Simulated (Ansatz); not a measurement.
# Nickel, dhcp under RPBE: from relaxation to bulk modulus, part 2 of 2

What does RPBE give for nickel in the dhcp structure? We relax it, solve it on a dense k-mesh, then scale the cell to 7 volumes from 88 to 112 % of the relaxed one and try a fit of the equation of state. Spin polarisation is left out, though the real metal is magnetic, so this state lies above the ground state. The k-meshes are 14×14×4 for the relaxation; 19×19×5 for the dense run; 16×16×5 for the volumes.

Ansatz 0.2.0; DFT, RPBE, plane waves (420 eV) with PAW, scalar-relativistic.

## Step 3: The energy on a finer k-mesh

Input file input.yaml:

```yaml
crystal:
  lattice:
    - [2.5078650128, 0.0, 0.0]
    - [-1.2539325064, 2.1718748104, 0.0]
    - [0.0, 0.0, 8.2166534368]
  atoms:
    - { symbol: Ni, position: [0.0, 1.0, 0.0] }
    - { symbol: Ni, position: [0.0, 1.0, 0.5] }
    - { symbol: Ni, position: [0.3333333333, 0.6666666667, 0.25] }
    - { symbol: Ni, position: [0.6666666667, 0.3333333333, 0.75] }
hamiltonian:
  xc: rpbe
  pseudopotentials:
    kind: paw
    azcp:
      Ni: "pseudopotentials/Ni.paw.azcp"
basis:
  ecutwfc: 420
  fft_grid_basis: typed
kpoints:
  mp_grid: { grid: [19, 19, 5], shift: [0, 0, 0] }
magnetization:
  spin_polarized: false
scf:
  occupations: { method: fermi_dirac, width: 0.1 }
output:
  write_density: true
  write_potential: true
  elf: true
  volumetric_format: npy
```

Output:

```text
Warning: RAYON_NUM_THREADS=2 ignored (pool sized by the plan → 2); use --threads N
Engine: ansatz 0.2.0, x86_64-unknown-linux-gnu
Pseudopotentials: kind: paw
Pseudopotential: Ni, paw, valence charge 18, recommended cutoff 420 eV (normal), <dir>
Functional definition: RPBE
  parameter kappa = 0.804
  parameter beta = 0.06672455060314922
  exchange = rpbe_x(kappa = kappa, mu = beta*pi^2/3)
  correlation = pbe_c(beta = beta)
Crystal: 4 atoms, lattice volume = 44.754 Å³
Basis set: ecut = 420 eV, 885 PW (Γ)
Bands: 44, of which v1, the nominal top of the filled ones, is band 36 counted from 1 (35 counted from 0)
Symmetry: 24 space group operations
Space group: P63/mmc (ITA 194), of the structure as read, at distance tolerance 3.6e-5 Å
k-points: 120 of 1805
Non-local potential: Ni, projectors of the file, l = 0: 3, l = 1: 2, l = 2: 3, l = 3: 1
PAW form: soft (Blöchl's): semilocal exchange-correlation on the pseudo side does not see the compensation charge
PAW frozen core: Ni, regenerated for the run's functional, and the local potential with it (the file was generated under x = pbe(κ = 0.804, μ = 0.2195149727645171), c = pbe(β = 0.06672455060314922))
PAW one-centre angular grid: Ni, 590 points (default); XC on 64 Gauss nodes
Initial density: superposition of atomic densities (neutral atoms: chi_scale 0, normalization atom), corrected by the library's trained network
Initial wavefunctions: pseudopotential atomic-orbital guess
Functional: x = rpbe, c = pbe(β = 0.06672455060314922)
SCF iter   1: F=—  HF=-23378.858985 eV  |F-HF|=—  |Δ(HF+E_count)|=         —  Δρ=8.79e-3  dr2=1.43e-2  ethr=1.77e-3  ⟨swp⟩=5.3  Hψ=16249  notcnv=0  defer=63
preconditioner: auto → Kerker (q_TF=auto, 2.953 Å⁻¹)  [metal: Δε(μ)=0.001 eV  Ē_g=8.397 eV  σ=0.100 eV  W_gap=0.00  n_scr=12 (ndim 8)  ℏωp=35.1 eV  f_vac=0.000  D(μ)=11.91/eV (n_scr^D=264)]
SCF iter   2: F=—  HF=-23378.856932 eV  |F-HF|=—  |Δ(HF+E_count)|=   2.05e-3  Δρ=2.14e-3  dr2=6.02e-4  ethr=1.98e-5  ⟨swp⟩=2.0  Hψ=10663  notcnv=0  defer=62
SCF iter   3: F=—  HF=-23378.857107 eV  |F-HF|=—  |Δ(HF+E_count)|=   1.74e-4  Δρ=8.42e-4  dr2=8.55e-5  ethr=8.37e-7  ⟨swp⟩=1.0  Hψ=5162  notcnv=0  defer=62
SCF iter   4: F=—  HF=-23378.857164 eV  |F-HF|=—  |Δ(HF+E_count)|=   5.75e-5  Δρ=1.39e-4  dr2=4.58e-6  ethr=1.19e-7  ⟨swp⟩=2.1  Hψ=6699  notcnv=0  defer=62
SCF iter   5: F=—  HF=-23378.857168 eV  |F-HF|=—  |Δ(HF+E_count)|=   3.36e-6  Δρ=8.25e-5  dr2=2.22e-6  ethr=6.36e-9  ⟨swp⟩=2.4  Hψ=9258  notcnv=0  defer=62
SCF iter   6: F=—  HF=-23378.857168 eV  |F-HF|=—  |Δ(HF+E_count)|=   2.02e-8  Δρ=3.21e-5  dr2=1.63e-7  ethr=3.09e-9  ⟨swp⟩=1.1  Hψ=5274  notcnv=0  defer=62
SCF iter   7: F=-23378.857168 eV  HF=-23378.857168 eV  |F-HF|=2.92e-9  |Δ(HF+E_count)|=   1.78e-8  Δρ=6.88e-6  dr2=8.67e-9  ethr=1.39e-10  ⟨swp⟩=5.9  Hψ=12571  notcnv=0
SCF 1 converged in 7 iterations: F = -23378.857168 eV  dr2 = 8.67e-9
SCF converged after 7 iterations
Free energy (F): -23378.857168 eV
Harris-Foulkes:  -23378.857168 eV  (|F-HF|=2.92e-9)
Internal energy: -23378.487506 eV  (E = F + TS)
E sigma→0 (E₀):  -23378.672337 eV
Entropy (-TS):   -0.369662 eV (-92.415 meV/atom)
Fermi energy:    17.531401 eV
--- Per-component energies (eV) ---
  E_band       = -1167.654401
  E_kinetic    = 1126.221949
  E_local      = -13940.191648  (includes V_loc(G=0)·N_el)
  E_nonlocal   = 2544.746747
  E_hartree    = 5820.502175
  E_xc         = -337.951605
  E_vxc        = -435.191378  (∫ρ·V_xc dr)
  E_paw        = -6542.217290  (= ΣΔE_a)
  E_vpaw       = -2104.240774  (= ΣTr[D̂ρ^β])
  E_aug_tail   = 0.002035  (compensation charges beyond the density's cutoff)
  E_ewald      = -12049.422486
  E_core_change = -0.177381  (= ΣΔE_core)
  E_smearing   = -0.369662  (= −TS)
  E_closure    = -0.000000  (closes the sum)
  Σ components = -23378.857168   (vs F -23378.857168, Δ=0.00e0)
--- Band table (eV; the first three rows and the last of 120) ---
  k-point 0: bands = ["-85.6194", "-85.6089", "-85.5989", "-85.5884", "-46.0128", "-45.9231", "-45.9049", "-45.8536", "-45.8536", "-45.8418", "-45.8418", "-45.8364", "-45.8364", "-45.8246", "-45.8246", "-45.8142", "8.7467", "10.9480", "10.9481", "13.1804", "15.3367", "15.3633", "15.6788", "15.6788", "15.7024", "15.7024", "15.7049", "15.9090", "15.9090", "15.9619", "15.9619", "16.5832", "16.5832", "16.8727", "16.8727", "17.0926", "17.0926", "17.2764", "17.4396", "17.4396", "23.2963", "31.7323", "31.7387", "39.5499"]
  k-point 1: bands = ["-85.6187", "-85.6106", "-85.5971", "-85.5891", "-46.0081", "-45.9458", "-45.8820", "-45.8529", "-45.8529", "-45.8443", "-45.8443", "-45.8339", "-45.8339", "-45.8253", "-45.8253", "-45.8190", "8.8424", "10.2083", "11.7331", "13.1201", "15.3913", "15.4187", "15.6801", "15.6939", "15.6939", "15.7194", "15.7194", "15.8852", "15.8852", "15.9353", "15.9353", "16.6135", "16.6135", "16.8391", "16.8391", "16.9271", "17.1403", "17.1403", "17.4134", "17.4134", "23.8834", "29.3991", "34.1868", "39.6062"]
  k-point 2: bands = ["-85.6167", "-85.6138", "-85.5939", "-85.5910", "-45.9942", "-45.9727", "-45.8549", "-45.8509", "-45.8509", "-45.8479", "-45.8479", "-45.8331", "-45.8303", "-45.8303", "-45.8273", "-45.8273", "9.1262", "9.5882", "12.4312", "12.8983", "15.5121", "15.6109", "15.6667", "15.7330", "15.7330", "15.7538", "15.7538", "15.8443", "15.8443", "15.8749", "15.8749", "16.2308", "16.6855", "16.6855", "16.7681", "16.7681", "17.2396", "17.2396", "17.3408", "17.3408", "25.3308", "27.2342", "36.6921", "39.0775"]
  k-point 119: bands = ["-85.5865", "-85.5865", "-85.5764", "-85.5764", "-45.9802", "-45.9784", "-45.9729", "-45.9645", "-45.9485", "-45.9433", "-45.9369", "-45.9308", "-45.8782", "-45.8766", "-45.8672", "-45.8594", "14.3361", "14.3376", "14.3974", "14.4086", "14.5699", "14.6024", "14.6263", "14.6780", "15.3562", "15.3796", "15.4280", "15.4467", "16.3423", "16.3585", "16.7598", "16.7867", "17.2783", "17.3396", "17.4381", "17.4403", "21.6665", "21.9342", "23.1200", "23.1649", "23.5186", "23.8457", "25.8938", "26.2825"]
```

Wall time 5.5 s (2 threads of AMD EPYC 7R13 (Zen 3), shared host); peak memory 0.47 GiB.

Density in a lattice plane of the grid's cell (edges 2.51 and 8.22 Å, at 0.000 of the third edge), which holds Ni.

Ten even steps from ' ' (0.24 e/Å³) to '@' (60.69 e/Å³):
```
::..          ..
                
                
                
                
                
                
                
::..          ..
@@==          ==
::..          ..
                
                
                
                
                
                
                
::..          ..
@@==          ==
```
Columns run along the first of these edges and rows up along the second, over one cell in 8 and 20 even steps from the bottom left corner. Atoms in the plane (fractional): Ni at (1.00, 0.00), Ni at (1.00, 0.50).

ELF in the same plane.

Ten even steps from '0' (0.18) to '9' (0.73):
```
43001003
00011100
11100011
21000001
21000001
21000001
11100011
00011100
43001003
96100016
43001003
00011100
11100011
21000001
21000001
21000001
11100011
00011100
43001003
96100016
```
Columns run along the first of these edges and rows up along the second, over one cell in 8 and 20 even steps from the bottom left corner. Atoms in the plane (fractional): Ni at (1.00, 0.00), Ni at (1.00, 0.50).

Both are smooth fields of the valence electrons: close to the nuclei they are not physical.

## Step 4: At 88 % of the relaxed volume

Input file input.yaml:

```yaml
crystal:
  lattice:
    - [2.4032468442, 0.0, 0.0]
    - [-1.2016234221, 2.0812728187, 0.0]
    - [0.0, 0.0, 7.8738872872]
  atoms:
    - { symbol: Ni, position: [0.0, 1.0, 0.0] }
    - { symbol: Ni, position: [0.0, 1.0, 0.5] }
    - { symbol: Ni, position: [0.3333333333, 0.6666666667, 0.25] }
    - { symbol: Ni, position: [0.6666666667, 0.3333333333, 0.75] }
hamiltonian:
  xc: rpbe
  pseudopotentials:
    kind: paw
    azcp:
      Ni: "pseudopotentials/Ni.paw.azcp"
basis:
  ecutwfc: 420
  fft_grid_basis: typed
kpoints:
  mp_grid: { grid: [16, 16, 5], shift: [0, 0, 0] }
magnetization:
  spin_polarized: false
scf:
  occupations: { method: fermi_dirac, width: 0.1 }
  lower_state_search: "off"
output:
  stress: true
```

Output (excerpt; [...] marks lines left out):

```text
Warning: RAYON_NUM_THREADS=2 ignored (pool sized by the plan → 2); use --threads N
[...]
[... 3 set-up lines as earlier in the session ...]
[...]
Crystal: 4 atoms, lattice volume = 39.384 Å³
Basis set: ecut = 420 eV, 741 PW (Γ)
Bands: 44, of which v1, the nominal top of the filled ones, is band 36 counted from 1 (35 counted from 0)
[... 1 set-up line as earlier in the session ...]
Space group: P63/mmc (ITA 194), of the structure as read, at distance tolerance 3.4e-5 Å
k-points: 90 of 1280
[...]
SCF iter   1: F=—  HF=-23378.391393 eV  |F-HF|=—  |Δ(HF+E_count)|=         —  Δρ=1.08e-2  dr2=2.43e-2  ethr=1.77e-3  ⟨swp⟩=5.4  Hψ=12342  notcnv=0  defer=50
[...]
SCF iter   6: F=-23378.389125 eV  HF=-23378.389125 eV  |F-HF|=6.91e-9  |Δ(HF+E_count)|=   7.12e-8  Δρ=8.76e-6  dr2=8.25e-9  ethr=1.39e-10  ⟨swp⟩=5.8  Hψ=17164  notcnv=0
[...]
SCF converged after 6 iterations
Free energy (F): -23378.389125 eV
[...]
E sigma→0 (E₀):  -23378.220814 eV
Entropy (-TS):   -0.336622 eV (-84.155 meV/atom)
Fermi energy:    20.575194 eV
[...]
--- Stress (GPa, compression-positive) ---
       31.646740       0.000000      -0.000000
        0.000000      31.646740       0.000000
       -0.000000       0.000000      31.558003
  P = ⅓ Tr σ = 31.6172 GPa (316.172 kbar)
```

Run time: 3.1 s. Hardware: 2 threads of AMD EPYC 7R13 (Zen 3), shared host; peak memory 0.42 GiB.

## Step 5: At 92 % of the relaxed volume

Edit input.yaml of step 4 so:

```diff
@@ -2,5 +2,5 @@
   lattice:
-    - [2.4032468442, 0.0, 0.0]
-    - [-1.2016234221, 2.0812728187, 0.0]
-    - [0.0, 0.0, 7.8738872872]
+    - [2.4391214891, 0.0, 0.0]
+    - [-1.2195607446, 2.1123411725, 0.0]
+    - [0.0, 0.0, 7.9914253216]
   atoms:
```

Output (excerpt; [...] marks lines left out):

```text
Warning: RAYON_NUM_THREADS=2 ignored (pool sized by the plan → 2); use --threads N
[...]
[... 3 set-up lines as earlier in the session ...]
[...]
Crystal: 4 atoms, lattice volume = 41.174 Å³
Basis set: ecut = 420 eV, 777 PW (Γ)
Bands: 44, of which v1, the nominal top of the filled ones, is band 36 counted from 1 (35 counted from 0)
[... 2 set-up lines as earlier in the session ...]
k-points: 90 of 1280
[...]
SCF iter   1: F=—  HF=-23378.668444 eV  |F-HF|=—  |Δ(HF+E_count)|=         —  Δρ=1.02e-2  dr2=2.15e-2  ethr=1.77e-3  ⟨swp⟩=5.4  Hψ=12287  notcnv=0  defer=50
[...]
SCF iter   7: F=-23378.666188 eV  HF=-23378.666188 eV  |F-HF|=3.74e-8  |Δ(HF+E_count)|=   8.89e-8  Δρ=9.47e-6  dr2=4.73e-8  ethr=1.39e-10  ⟨swp⟩=4.7  Hψ=14447  notcnv=0
[...]
SCF converged after 7 iterations
Free energy (F): -23378.666188 eV
[...]
E sigma→0 (E₀):  -23378.491921 eV
Entropy (-TS):   -0.348535 eV (-87.134 meV/atom)
Fermi energy:    19.471384 eV
[...]
--- Stress (GPa, compression-positive) ---
       18.522962       0.000000      -0.000000
        0.000000      18.522962       0.000000
       -0.000000       0.000000      18.452159
  P = ⅓ Tr σ = 18.4994 GPa (184.994 kbar)
```

Wall time 3.5 s (2 threads of AMD EPYC 7R13 (Zen 3), shared host); peak memory 0.43 GiB.

## Step 6: At 96 % of the relaxed volume

Edit input.yaml of step 5 so:

```diff
@@ -2,5 +2,5 @@
   lattice:
-    - [2.4391214891, 0.0, 0.0]
-    - [-1.2195607446, 2.1123411725, 0.0]
-    - [0.0, 0.0, 7.9914253216]
+    - [2.4739707901, 0.0, 0.0]
+    - [-1.2369853951, 2.1425215525, 0.0]
+    - [0.0, 0.0, 8.1056039666]
   atoms:
```

Output (excerpt; [...] marks lines left out):

```text
Warning: RAYON_NUM_THREADS=2 ignored (pool sized by the plan → 2); use --threads N
[...]
[... 3 set-up lines as earlier in the session ...]
[...]
Crystal: 4 atoms, lattice volume = 42.964 Å³
Basis set: ecut = 420 eV, 825 PW (Γ)
Bands: 44, of which v1, the nominal top of the filled ones, is band 36 counted from 1 (35 counted from 0)
[... 2 set-up lines as earlier in the session ...]
k-points: 90 of 1280
[...]
SCF iter   1: F=—  HF=-23378.814884 eV  |F-HF|=—  |Δ(HF+E_count)|=         —  Δρ=9.39e-3  dr2=1.72e-2  ethr=1.77e-3  ⟨swp⟩=5.3  Hψ=12187  notcnv=0  defer=48
[...]
SCF iter   7: F=-23378.812838 eV  HF=-23378.812838 eV  |F-HF|=2.21e-8  |Δ(HF+E_count)|=   7.48e-8  Δρ=8.59e-6  dr2=3.10e-8  ethr=1.39e-10  ⟨swp⟩=4.3  Hψ=14321  notcnv=0
[...]
SCF converged after 7 iterations
Free energy (F): -23378.812838 eV
[...]
E sigma→0 (E₀):  -23378.632841 eV
Entropy (-TS):   -0.359992 eV (-89.998 meV/atom)
Fermi energy:    18.460555 eV
[...]
--- Stress (GPa, compression-positive) ---
        8.175734       0.000000       0.000000
       -0.000000       8.175734       0.000000
        0.000000       0.000000       8.118501
  P = ⅓ Tr σ = 8.1567 GPa (81.567 kbar)
```

Run time: 3.5 s. Hardware: 2 threads of AMD EPYC 7R13 (Zen 3), shared host; peak memory 0.43 GiB.

## Step 7: At 100 % of the relaxed volume

Edit input.yaml of step 6 so:

```diff
@@ -2,5 +2,5 @@
   lattice:
-    - [2.4739707901, 0.0, 0.0]
-    - [-1.2369853951, 2.1425215525, 0.0]
-    - [0.0, 0.0, 8.1056039666]
+    - [2.5078650128, 0.0, 0.0]
+    - [-1.2539325064, 2.1718748104, 0.0]
+    - [0.0, 0.0, 8.2166534368]
   atoms:
@@ -28 +28,5 @@
   stress: true
+  write_density: true
+  write_potential: true
+  elf: true
+  volumetric_format: npy
```

Output (excerpt; [...] marks lines left out):

```text
Warning: RAYON_NUM_THREADS=2 ignored (pool sized by the plan → 2); use --threads N
[...]
[... 3 set-up lines as earlier in the session ...]
[...]
Crystal: 4 atoms, lattice volume = 44.754 Å³
Basis set: ecut = 420 eV, 885 PW (Γ)
Bands: 44, of which v1, the nominal top of the filled ones, is band 36 counted from 1 (35 counted from 0)
[... 2 set-up lines as earlier in the session ...]
k-points: 90 of 1280
[...]
SCF iter   1: F=—  HF=-23378.858462 eV  |F-HF|=—  |Δ(HF+E_count)|=         —  Δρ=8.82e-3  dr2=1.44e-2  ethr=1.77e-3  ⟨swp⟩=5.3  Hψ=12155  notcnv=0  defer=49
[...]
SCF iter   7: F=-23378.856601 eV  HF=-23378.856601 eV  |F-HF|=4.92e-9  |Δ(HF+E_count)|=   1.69e-8  Δρ=7.35e-6  dr2=1.02e-8  ethr=1.39e-10  ⟨swp⟩=10.9  Hψ=25140  notcnv=0
[...]
SCF converged after 7 iterations
Free energy (F): -23378.856601 eV
[...]
E sigma→0 (E₀):  -23378.671078 eV
Entropy (-TS):   -0.371045 eV (-92.761 meV/atom)
Fermi energy:    17.531746 eV
[...]
--- Stress (GPa, compression-positive) ---
        0.014507       0.000000       0.000000
        0.000000       0.014507       0.000000
        0.000000       0.000000      -0.032879
  P = ⅓ Tr σ = -0.0013 GPa (-0.013 kbar)
--- Band table (eV; the first three rows and the last of 90) ---
[...]
```

Wall time 5.2 s (2 threads of AMD EPYC 7R13 (Zen 3), shared host); peak memory 0.44 GiB.

## Step 8: At 104 % of the relaxed volume

Edit input.yaml of step 7 so:

```diff
@@ -2,5 +2,5 @@
   lattice:
-    - [2.5078650128, 0.0, 0.0]
-    - [-1.2539325064, 2.1718748104, 0.0]
-    - [0.0, 0.0, 8.2166534368]
+    - [2.5408670212, 0.0, 0.0]
+    - [-1.2704335106, 2.200455388, 0.0]
+    - [0.0, 0.0, 8.3247796975]
   atoms:
@@ -28,5 +28 @@
   stress: true
-  write_density: true
-  write_potential: true
-  elf: true
-  volumetric_format: npy
```

Output (excerpt; [...] marks lines left out):

```text
Warning: RAYON_NUM_THREADS=2 ignored (pool sized by the plan → 2); use --threads N
[...]
[... 3 set-up lines as earlier in the session ...]
[...]
Crystal: 4 atoms, lattice volume = 46.544 Å³
Basis set: ecut = 420 eV, 921 PW (Γ)
Bands: 44, of which v1, the nominal top of the filled ones, is band 36 counted from 1 (35 counted from 0)
[... 2 set-up lines as earlier in the session ...]
k-points: 90 of 1280
[...]
SCF iter   1: F=—  HF=-23378.820949 eV  |F-HF|=—  |Δ(HF+E_count)|=         —  Δρ=8.60e-3  dr2=1.47e-2  ethr=1.77e-3  ⟨swp⟩=5.3  Hψ=12196  notcnv=0  defer=46
[...]
SCF iter   7: F=-23378.819226 eV  HF=-23378.819226 eV  |F-HF|=5.25e-9  |Δ(HF+E_count)|=   6.19e-9  Δρ=9.22e-6  dr2=9.31e-9  ethr=1.39e-10  ⟨swp⟩=4.2  Hψ=13761  notcnv=0
[...]
SCF converged after 7 iterations
Free energy (F): -23378.819226 eV
[...]
E sigma→0 (E₀):  -23378.628358 eV
Entropy (-TS):   -0.381736 eV (-95.434 meV/atom)
Fermi energy:    16.675564 eV
[...]
--- Stress (GPa, compression-positive) ---
       -6.421017       0.000000      -0.000000
        0.000000      -6.421017      -0.000000
       -0.000000      -0.000000      -6.463287
  P = ⅓ Tr σ = -6.4351 GPa (-64.351 kbar)
```

Run time: 3.8 s. Hardware: 2 threads of AMD EPYC 7R13 (Zen 3), shared host; peak memory 0.44 GiB.

## Step 9: At 108 % of the relaxed volume

Edit input.yaml of step 8 so:

```diff
@@ -2,5 +2,5 @@
   lattice:
-    - [2.5408670212, 0.0, 0.0]
-    - [-1.2704335106, 2.200455388, 0.0]
-    - [0.0, 0.0, 8.3247796975]
+    - [2.5730333096, 0.0, 0.0]
+    - [-1.2865166548, 2.2283122109, 0.0]
+    - [0.0, 0.0, 8.4301678435]
   atoms:
@@ -28 +28,5 @@
   stress: true
+  write_density: true
+  write_potential: true
+  elf: true
+  volumetric_format: npy
```

Output (excerpt; [...] marks lines left out):

```text
Warning: RAYON_NUM_THREADS=2 ignored (pool sized by the plan → 2); use --threads N
[...]
[... 3 set-up lines as earlier in the session ...]
[...]
Crystal: 4 atoms, lattice volume = 48.335 Å³
Basis set: ecut = 420 eV, 959 PW (Γ)
Bands: 44, of which v1, the nominal top of the filled ones, is band 36 counted from 1 (35 counted from 0)
[... 2 set-up lines as earlier in the session ...]
k-points: 90 of 1280
[...]
SCF iter   1: F=—  HF=-23378.719476 eV  |F-HF|=—  |Δ(HF+E_count)|=         —  Δρ=8.46e-3  dr2=1.57e-2  ethr=1.77e-3  ⟨swp⟩=5.3  Hψ=12176  notcnv=0  defer=43
[...]
SCF iter   7: F=-23378.717919 eV  HF=-23378.717919 eV  |F-HF|=9.12e-9  |Δ(HF+E_count)|=   9.05e-9  Δρ=1.08e-5  dr2=1.18e-8  ethr=1.39e-10  ⟨swp⟩=11.2  Hψ=26534  notcnv=0
[...]
SCF converged after 7 iterations
Free energy (F): -23378.717919 eV
[...]
E sigma→0 (E₀):  -23378.521868 eV
Entropy (-TS):   -0.392101 eV (-98.025 meV/atom)
Fermi energy:    15.883978 eV
[...]
--- Stress (GPa, compression-positive) ---
      -11.482766       0.000000       0.000000
        0.000000     -11.482766       0.000000
        0.000000       0.000000     -11.523927
  P = ⅓ Tr σ = -11.4965 GPa (-114.965 kbar)
--- Band table (eV; the first three rows and the last of 90) ---
[...]
```

Wall time 5.3 s (2 threads of AMD EPYC 7R13 (Zen 3), shared host); peak memory 0.45 GiB.

## Step 10: At 112 % of the relaxed volume

Edit input.yaml of step 9 so:

```diff
@@ -2,5 +2,5 @@
   lattice:
-    - [2.5730333096, 0.0, 0.0]
-    - [-1.2865166548, 2.2283122109, 0.0]
-    - [0.0, 0.0, 8.4301678435]
+    - [2.6044148574, 0.0, 0.0]
+    - [-1.3022074287, 2.2554894285, 0.0]
+    - [0.0, 0.0, 8.5329849015]
   atoms:
@@ -28,5 +28 @@
   stress: true
-  write_density: true
-  write_potential: true
-  elf: true
-  volumetric_format: npy
```

Output (excerpt; [...] marks lines left out):

```text
Warning: RAYON_NUM_THREADS=2 ignored (pool sized by the plan → 2); use --threads N
[...]
[... 3 set-up lines as earlier in the session ...]
[...]
Crystal: 4 atoms, lattice volume = 50.125 Å³
Basis set: ecut = 420 eV, 1019 PW (Γ)
Bands: 44, of which v1, the nominal top of the filled ones, is band 36 counted from 1 (35 counted from 0)
[... 1 set-up line as earlier in the session ...]
Space group: P63/mmc (ITA 194), of the structure as read, at distance tolerance 3.7e-5 Å
k-points: 90 of 1280
[...]
SCF iter   1: F=—  HF=-23378.567812 eV  |F-HF|=—  |Δ(HF+E_count)|=         —  Δρ=8.25e-3  dr2=1.61e-2  ethr=1.77e-3  ⟨swp⟩=5.3  Hψ=12187  notcnv=0  defer=42
[...]
SCF iter   6: F=-23378.566407 eV  HF=-23378.566407 eV  |F-HF|=5.31e-8  |Δ(HF+E_count)|=   4.24e-8  Δρ=1.30e-5  dr2=8.05e-8  ethr=1.39e-10  ⟨swp⟩=3.9  Hψ=16760  notcnv=0
[...]
SCF converged after 6 iterations
Free energy (F): -23378.566407 eV
[...]
E sigma→0 (E₀):  -23378.365323 eV
Entropy (-TS):   -0.402167 eV (-100.542 meV/atom)
Fermi energy:    15.150161 eV
[...]
--- Stress (GPa, compression-positive) ---
      -15.451416       0.000000      -0.000000
        0.000000     -15.451416       0.000000
       -0.000000       0.000000     -15.491346
  P = ⅓ Tr σ = -15.4647 GPa (-154.647 kbar)
```

It took 4.1 s on 2 threads of AMD EPYC 7R13 (Zen 3), shared host; peak memory 0.44 GiB.

## Step 11: Energy and pressure against volume

All volumes keep the relaxed shape and fractional coordinates.

```csv
V (Å³/atom),E − E₀ (meV/atom),P from the stress (GPa),P from the fit (GPa)
9.846,112.6,31.62,31.11
10.293,44.8,18.50,17.97
10.741,9.6,8.16,7.65
11.189,0.0,0.00,-0.48
11.636,10.7,-6.44,-6.90
12.084,37.3,-11.50,-11.95
12.531,76.5,-15.46,-15.93
```

Fit (Birch-Murnaghan, third order): V₀ = 11.159 Å³/atom, B₀ = 182 GPa, B₀′ = 4.9, largest residual 0.02 meV/atom.

Fit and stress differ a little: one follows E(σ → 0), the other the smeared free energy.

## Step 12: Outcome

The summary covers parts 1 to 2.

| quantity | value |
| --- | --- |
| space group (spins left aside) | P6_3/mmc (No. 194) |
| conventional cell | a = 2.508 Å, c = 8.217 Å (c/a = 3.276) |
| volume | 11.189 Å³/atom |
| shortest distance | 2.508 Å |
| gap on the mesh | none (levels filled in part) |
| relative to fcc, ferromagnetic | +69 meV/atom |
| V₀, B₀, B₀′ | 11.159 Å³/atom, 182 GPa, 4.9 |

**Reading.** The relaxation enlarged the cell by 2.3 % in volume. Against the reference form of nickel (fcc, ferromagnetic, computed apart with the same settings) it stands 69 meV/atom higher; part of this is magnetic energy, as this run has no moments. Levels at the Fermi energy are filled in part, as in a metal. B₀ comes out at 182 GPa; letting shape and positions relax at each volume could only lower it. The symmetry was held, so the structure may be unstable against distortions that break it.
